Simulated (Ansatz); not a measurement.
NaBr (rock salt), relaxed with HSE06 (Ansatz, a quantum-chemistry and plane-wave program, plane waves, PAW): a = b = c = 5.9900 Å, α = β = γ = 90.00°.

| Property | Value |
|---|---|
| gap (eV) | 5.34 |
| B₀ by P(V) fit (GPa) | 20.4 |

The same phase is relaxed and computed with LDA in the same code. What are the cell and these values now?

a = 5.7850 Å, b = 5.7850 Å, c = 5.7850 Å, α = 90.00°, β = 90.00°, γ = 90.00°.

- gap (eV) = 4.08
- B₀ by P(V) fit (GPa) = 26.5

All cells were relaxed under the symmetry of their starts (and spin orders); stability against distortions was not tested throughout. Scalar-relativistic: spin–orbit coupling is off unless named, which matters more the heavier the elements.

Potentials: the later of the program's two PAW sets.

Ansatz is a plane-wave DFT program.
